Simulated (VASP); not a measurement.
Level of theory: PBE GGA, VASP's PBE PAW potentials (set 64) (plane waves; VASP).

A VASP calculation is set up with these files.

File KPOINTS:
```
K-points
0
gamma
  4 4 3
```

**POSCAR**
```
ZrO2
1
    5.2302690000     0.0000000000     0.0000000000
    0.0000000000     5.3054860000     0.0000000000
   -0.8867980000     0.0000000000     5.3353840000
Zr O
4 8
Direct
  0.7236900000   0.9578500000   0.7904000000
  0.2763100000   0.0421500000   0.2096000000
  0.2763100000   0.4578500000   0.7096000000
  0.7236900000   0.5421500000   0.2904000000
  0.0692100000   0.1662900000   0.8438300000
  0.9307900000   0.8337100000   0.1561700000
  0.9307900000   0.6662900000   0.6561700000
  0.0692100000   0.3337100000   0.3438300000
  0.5507000000   0.2574200000   0.0214000000
  0.4493000000   0.7425800000   0.9786000000
  0.4493000000   0.7574200000   0.4786000000
  0.5507000000   0.2425800000   0.5214000000
```

### INCAR
```
SYSTEM = ZrO2
PREC = Accurate
ENCUT = 400
EDIFF = 1E-6
NELM = 100
ALGO = Normal
LREAL = .FALSE.
LASPH = .TRUE.
ISMEAR = 0
SIGMA = 0.01
GGA = PE
LMAXMIX = 4
LWAVE = .FALSE.
LCHARG = .FALSE.
ISIF = 2
```

POTCAR, in this order: Zr_sv O (PBE.64 set). Program: vasp_std.

The run wrote:

File OSZICAR:
```
       N       E                     dE             d eps       ncg     rms          rms(c)
DAV:   1     0.828860116499E+03    0.82886E+03   -0.47281E+04  2394   0.141E+03
DAV:   2    -0.682032673394E+02   -0.89706E+03   -0.87119E+03  3039   0.430E+02
DAV:   3    -0.134282417909E+03   -0.66079E+02   -0.65784E+02  3204   0.110E+02
DAV:   4    -0.139049057735E+03   -0.47666E+01   -0.47632E+01  3748   0.241E+01
DAV:   5    -0.139296766907E+03   -0.24771E+00   -0.24769E+00  3196   0.404E+00    0.485E+01
DAV:   6    -0.115123986151E+03    0.24173E+02   -0.13605E+02  3003   0.511E+01    0.206E+01
DAV:   7    -0.115246517792E+03   -0.12253E+00   -0.10187E+01  3292   0.128E+01    0.113E+01
DAV:   8    -0.115196346404E+03    0.50171E-01   -0.88490E-01  2960   0.461E+00    0.128E+00
DAV:   9    -0.115198826535E+03   -0.24801E-02   -0.16698E-01  3180   0.152E+00    0.756E-01
DAV:  10    -0.115200544635E+03   -0.17181E-02   -0.31441E-02  2969   0.906E-01    0.295E-01
DAV:  11    -0.115201310463E+03   -0.76583E-03   -0.29839E-03  2964   0.281E-01    0.681E-02
DAV:  12    -0.115201383547E+03   -0.73084E-04   -0.51330E-04  3210   0.977E-02    0.597E-02
DAV:  13    -0.115201381755E+03    0.17917E-05   -0.25527E-04  2947   0.713E-02    0.189E-02
DAV:  14    -0.115201382633E+03   -0.87745E-06   -0.32898E-05  3052   0.282E-02    0.940E-03
DAV:  15    -0.115201383605E+03   -0.97216E-06   -0.19349E-06  1947   0.743E-03
   1 F= -.11520138E+03 E0= -.11520138E+03  d E =-.145273E-83
```

OUTCAR:
```
------------------------ aborting loop because EDIFF is reached ----------------------------------------
  FORCE on cell =-STRESS in cart. coord.  units (eV):
  Direction    XX          YY          ZZ          XY          YZ          ZX
  --------------------------------------------------------------------------------------
  Total      -10.5534428    -10.6009194     -9.9268537      0.0000000      0.0000000     -0.5442763
  in kB     -114.2062476   -114.7200251   -107.4254845      0.0000000      0.0000000     -5.8899982
  external PRESSURE =    -112.1172524 kB  Pullay stress =       0.0000000 kB
  volume of cell :      148.05
      direct lattice vectors                 reciprocal lattice vectors
     5.230269000  0.000000000  0.000000000     0.191194755  0.000000000  0.031778617
     0.000000000  5.305486000  0.000000000     0.000000000  0.188484146  0.000000000
    -0.886798000  0.000000000  5.335384000     0.000000000  0.000000000  0.187427934
 POSITION                                       TOTAL-FORCE (eV/Angst)
 -----------------------------------------------------------------------------------
      3.08417      5.08186      4.21709         0.181573     -0.102155      0.076690
      1.25930      0.22363      1.11830        -0.181573      0.102155     -0.076690
      0.81590      2.42912      3.78599        -0.181573     -0.102155     -0.076690
      3.52757      2.87637      1.54940         0.181573      0.102155      0.076690
     -0.38632      0.88225      4.50216         0.002493      0.016067      0.059707
      4.72979      4.42324      0.83323        -0.002493     -0.016067     -0.059707
      4.28639      3.53499      3.50092        -0.002493      0.016067     -0.059707
      0.05708      1.77049      1.83447         0.002493     -0.016067      0.059707
      2.86133      1.36574      0.11418        -0.116992      0.021187      0.065106
      1.48214      3.93975      5.22121         0.116992     -0.021187     -0.065106
      1.92554      4.01848      2.55351         0.116992      0.021187     -0.065106
      2.41793      1.28700      2.78187        -0.116992     -0.021187      0.065106
 -----------------------------------------------------------------------------------
    total drift:                                0.000000     -0.000000      0.000000
  FREE ENERGIE OF THE ION-ELECTRON SYSTEM (eV)
  ---------------------------------------------------
  free  energy   TOTEN  =      -115.2013836048 eV

  energy  without entropy=     -115.2013836048  energy(sigma->0) =     -115.20138360
```
(Selected blocks of OUTCAR.)

At this cut-off the stress carries a Pulay error, which pulls relaxed volumes low.

The structure comes from a computed database's ZrO2 entry, a phase known from measurement. The cell was not relaxed at this level.
